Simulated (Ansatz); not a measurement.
# Fe (Im-3m) in Ansatz: further runs

The runs below take Fe through single point, with PBEsol.

Program: Ansatz 0.2.0. These are calculated values, not measurements. Logs are shortened: lines on timing, memory, paths and dates and some standing lists are left out, and cuts for length are marked.

### Step 1. Starting point

It takes space group Im-3m (No. 229, cubic). The conventional cell has a = 2.886 Å, b = 2.886 Å, c = 2.886 Å, α = 90.00°, β = 90.00°, γ = 90.00°. Fe (site symmetry m-3m) is surrounded by 8 Fe at 2.50 Å.

### Step 2. Single point, PBEsol, collinear spin, ferromagnetic start, 11.08 Å³/atom

Contents of input.yaml:

```yaml
crystal:
  lattice:
    - [-1.38528, 1.38528, 1.443]
    - [1.38528, -1.38528, 1.443]
    - [1.38528, 1.38528, -1.443]
  atoms:
    - { symbol: Fe, position: [0.0, 0.0, 0.0], spin: 3.0 }
hamiltonian:
  xc: pbesol
  pseudopotentials: { kind: paw }
magnetization:
  spin_polarized: true
kpoints:
  mp_grid: { grid: [11, 11, 11] }
scf:
  occupations: { method: fermi_dirac, width: 0.05 }
output:
  forces: true
  stress: true
  eigenvalues: true
  write_density: true
  write_potential: true
  elf: true
  volumetric_format: npy
```

Potentials or basis: Ansatz PAW.

The run is started by

```
$ ansatz run input.yaml --threads 2 --pin off --max-ram 5632MiB --backend cpu --events-out ev --progress --plain --runs-dir out
```

What it wrote:

```text
Warning: RAYON_NUM_THREADS=2 ignored (pool sized by the plan → 2); use --threads N
Engine: ansatz 0.2.0, aarch64-unknown-linux-gnu
Pseudopotentials: kind: paw
Pseudopotential: Fe, paw, valence charge 16, recommended cutoff 420 eV (normal), Fe.paw.azcp
Functional definition: PBEsol
  exchange = pbesol_x
  correlation = pbesol_c
Crystal: 1 atoms, lattice volume = 11.076 Å³
Basis set: ecut = 420 eV, 217 PW (Γ), exchange–correlation on 36×36×36 points (8 copies of the dense FFT grid, shifted against one another)
Bands: 14, of which v1, the nominal top of the filled ones, is band 8 counted from 1 (7 counted from 0)
Symmetry: 16 space group operations
Space group: I4/mmm (ITA 139), of the structure as read, at distance tolerance 2.2e-5 Å
Magnetic group: BNS 139.531 (UNI 1191), of the structure as read, at distance tolerance 2.2e-5 Å
k-points: 126 of 1331
Non-local potential: Fe, projectors of the file, l = 0: 3, l = 1: 2, l = 2: 3, l = 3: 1
PAW form: soft (Blöchl's): semilocal exchange-correlation on the pseudo side does not see the compensation charge
PAW frozen core: Fe, regenerated for the run's functional, and the local potential with it (the file was generated under x = pbe(κ = 0.804, μ = 0.2195149727645171), c = pbe(β = 0.06672455060314922))
PAW one-centre angular grid: Fe, 590 points (default); XC on 64 Gauss nodes
Initial density: superposition of atomic densities (chi_scale 0.1, normalization cell)
Starting moments: Σ|m| = 3 μB on 1 of 1 site
Initial wavefunctions: pseudopotential atomic-orbital guess
Functional: x = pbesol(κ = 0.804, μ = 0.12345679012345678), c = pbesol(β = 0.046)
SCF iter   1: F=—  HF=-4449.158238 eV  |F-HF|=—  |Δ(HF+E_count)|=         —  Δρ=1.53e-1 (↑1.53e-1 ↓5.29e-2)  dr2=2.10e0  dr2_m=6.07e-1  M=2.100 μB ∫|m|=2.121 μB  β_m=0.30  ethr=3.10e-3  ⟨swp⟩=5.0  Hψ=16977  notcnv=0
Mixer restart at iter 1: flushing history
preconditioner: auto → none  [metal: Δε(μ)=0.014 eV  Ē_g=14.693 eV  σ=0.050 eV  W_gap=0.07  n_scr=0 (ndim 8)  ℏωp=31.6 eV  f_vac=0.000  D(μ)=1.18/eV (n_scr^D=14)]
SCF iter   2: F=—  HF=-4448.202978 eV  |F-HF|=—  |Δ(HF+E_count)|=   9.55e-1  Δρ=3.94e-2 (↑2.46e-2 ↓3.94e-2)  dr2=3.93e-2  dr2_m=8.81e-2  M=2.236 μB ∫|m|=2.284 μB  β_m=0.30  ethr=3.10e-3  ⟨swp⟩=3.4  Hψ=9005  notcnv=0  defer=234
SCF iter   3: F=—  HF=-4448.462665 eV  |F-HF|=—  |Δ(HF+E_count)|=   2.60e-1  Δρ=2.61e-2 (↑2.11e-2 ↓2.61e-2)  dr2=2.58e-3  dr2_m=5.48e-2  M=2.213 μB ∫|m|=2.267 μB  β_m=0.55  ethr=2.46e-4  ⟨swp⟩=2.9  Hψ=7515  notcnv=0  defer=242
SCF iter   4: F=—  HF=-4448.779275 eV  |F-HF|=—  |Δ(HF+E_count)|=   3.17e-1  Δρ=8.85e-3 (↑7.00e-3 ↓8.85e-3)  dr2=1.26e-2  dr2_m=2.27e-3  M=2.214 μB ∫|m|=2.286 μB  β_m=0.75  ethr=1.61e-5  ⟨swp⟩=2.5  Hψ=7202  notcnv=0  defer=243
SCF iter   5: F=—  HF=-4448.836415 eV  |F-HF|=—  |Δ(HF+E_count)|=   5.71e-2  Δρ=2.66e-3 (↑2.66e-3 ↓2.15e-3)  dr2=1.54e-3  dr2_m=8.77e-5  M=2.204 μB ∫|m|=2.285 μB  β_m=0.78  ethr=1.61e-5  ⟨swp⟩=2.1  Hψ=7487  notcnv=0  defer=243
SCF iter   6: F=—  HF=-4448.838565 eV  |F-HF|=—  |Δ(HF+E_count)|=   2.15e-3  Δρ=1.74e-4 (↑1.64e-4 ↓1.74e-4)  dr2=1.62e-7  dr2_m=2.76e-6  M=2.199 μB ∫|m|=2.284 μB  β_m=0.89  ethr=9.60e-6  ⟨swp⟩=2.5  Hψ=6494  notcnv=0  defer=243
SCF iter   7: F=—  HF=-4448.838574 eV  |F-HF|=—  |Δ(HF+E_count)|=   8.99e-6  Δρ=1.32e-4 (↑1.32e-4 ↓1.61e-5)  dr2=1.37e-6  dr2_m=4.76e-7  M=2.199 μB ∫|m|=2.284 μB  β_m=0.94  ethr=1.01e-9  ⟨swp⟩=2.5  Hψ=5834  notcnv=0  defer=243
SCF iter   8: F=—  HF=-4448.838574 eV  |F-HF|=—  |Δ(HF+E_count)|=   5.02e-7  Δρ=2.62e-5 (↑2.62e-5 ↓5.05e-6)  dr2=4.36e-8  dr2_m=1.75e-8  M=2.199 μB ∫|m|=2.284 μB  β_m=0.95  ethr=1.01e-9  ⟨swp⟩=2.0  Hψ=5465  notcnv=0  defer=243
SCF iter   9: F=-4448.838574 eV  HF=-4448.838574 eV  |F-HF|=5.46e-12  |Δ(HF+E_count)|=   1.08e-8  Δρ=1.37e-6 (↑1.37e-6 ↓8.78e-7)  dr2=3.30e-11  dr2_m=9.88e-11  M=2.199 μB ∫|m|=2.284 μB  ethr=2.72e-10  ⟨swp⟩=7.6  Hψ=18989  notcnv=0
SCF 1 converged in 9 iterations: F = -4448.838574 eV  dr2 = 3.30e-11
SCF converged after 9 iterations
Magnetization: 2.1990 μB (9.0995 up, 6.9005 down)
Absolute magnetization: 2.2843 μB (∫|ρ↑−ρ↓|, with the PAW one-centre terms)
Spin contamination: 0.0301 ħ² per cell (⟨S²⟩ above its minimum at these occupations)
Per-site moments (μB) at R_I (Å): [(2.225109718749779, 1.0036770395770993)]
Free energy (F): -4448.838574 eV
Harris-Foulkes:  -4448.838574 eV  (|F-HF|=5.46e-12)
Internal energy: -4448.830620 eV  (E = F + TS)
E sigma→0 (E₀):  -4448.834597 eV
Entropy (-TS):   -0.007954 eV (-7.954 meV/atom)
Fermi energy:    18.981014 eV
--- Per-component energies (eV) ---
  E_band       = -204.165166
  E_kinetic    = 351.379233
  E_local      = -2032.771894  (includes V_loc(G=0)·N_el)
  E_nonlocal   = 219.482803
  E_hartree    = 853.345855
  E_xc         = -117.425962
  E_vxc        = -151.841158  (∫ρ·V_xc dr)
  E_paw        = -1334.747308  (= ΣΔE_a)
  E_vpaw       = -297.106796  (= ΣTr[D̂ρ^β])
  E_aug_tail   = 0.000897  (compensation charges beyond the density's cutoff)
  E_ewald      = -2388.273445
  E_core_change = 0.179202  (= ΣΔE_core)
  E_smearing   = -0.007954  (= −TS)
  E_closure    = 0.000000  (closes the sum)
  Σ components = -4448.838574   (vs F -4448.838574, Δ=0.00e0)
--- Forces (eV/Å), atoms counted from 1 ---
  atom   1  Fe    -0.00000000     0.00000000     0.00000000
  max |Σ_I F_I| component: 1.23e-32 eV/Å
--- Stress (GPa, compression-positive) ---
       -1.826294       0.000000      -0.000000
        0.000000      -1.826294      -0.000000
       -0.000000       0.000000      -6.573218
  P = ⅓ Tr σ = -3.4086 GPa (-34.086 kbar)
--- Band table (eV; the first three rows and the last of 252) ---
  k-point 0 ↑: bands = ["-68.8599", "-34.7648", "-34.7564", "-34.7564", "10.1918", "16.5119", "16.5119", "16.7345", "17.8006", "18.0195", "42.8434", "43.7313", "43.7313", "48.8582"]
  k-point 1 ↑: bands = ["-68.8526", "-34.7933", "-34.7778", "-34.7572", "10.5503", "16.4029", "16.7081", "16.7088", "17.8242", "17.9313", "42.0348", "42.7221", "43.0785", "47.8479"]
  k-point 2 ↑: bands = ["-68.8329", "-34.8914", "-34.8125", "-34.7594", "11.5554", "16.1182", "16.5773", "17.2588", "17.8307", "17.8954", "38.4515", "41.2281", "42.4710", "44.7166"]
  k-point 125 ↓: bands = ["-66.0919", "-32.5736", "-32.5373", "-32.5292", "15.7341", "15.8177", "21.1426", "21.1515", "21.3178", "28.6286", "28.7753", "30.1681", "35.5957", "36.9407"]
```

It took 3 s on 2 threads of Arm Neoverse V1, shared host; peak memory 0.29 GiB.

Results:

```yaml
Free_energy: -4448.8386 eV
Pressure: -3.4 GPa
Band_gap_on_the_k_mesh: none (metal or under the smearing width)
Net_moment: 2.20 μB per cell
Absolute_moment: 2.28 μB per cell
Site_moments: Fe +2.23 μB
```

Caveat: the PAW data sets come from PBE, with cores solved anew for the run's functional, which leaves a small shift of forces and pressure.

### Step 3. Single point, PBEsol, collinear spin, ferromagnetic start, 11.54 Å³/atom

Contents of input.yaml:

```yaml
crystal:
  lattice:
    - [-1.41414, 1.41414, 1.443]
    - [1.41414, -1.41414, 1.443]
    - [1.41414, 1.41414, -1.443]
  atoms:
    - { symbol: Fe, position: [0.0, 0.0, 0.0], spin: 3.0 }
hamiltonian:
  xc: pbesol
  pseudopotentials: { kind: paw }
magnetization:
  spin_polarized: true
kpoints:
  mp_grid: { grid: [11, 11, 11] }
scf:
  occupations: { method: fermi_dirac, width: 0.05 }
output:
  forces: true
  stress: true
  eigenvalues: true
```

Potentials or basis: Ansatz PAW.

The run is started by

```
$ ansatz run input.yaml --threads 2 --pin off --max-ram 5632MiB --backend cpu --events-out ev --progress --plain --runs-dir out
```

It took 2.8 s on 2 threads of Arm Neoverse V1, shared host; peak memory 0.29 GiB.

The run converged. Its results:

```
Free energy            : -4448.8201 eV
Pressure               : -11.6 GPa
Band gap on the k mesh : none (metal or under the smearing width)
Net moment             : 2.23 μB per cell
Absolute moment        : 2.33 μB per cell
Site moments           : Fe +2.27 μB
```

Caveat: the PAW data sets come from PBE, with cores solved anew for the run's functional, which leaves a small shift of forces and pressure.
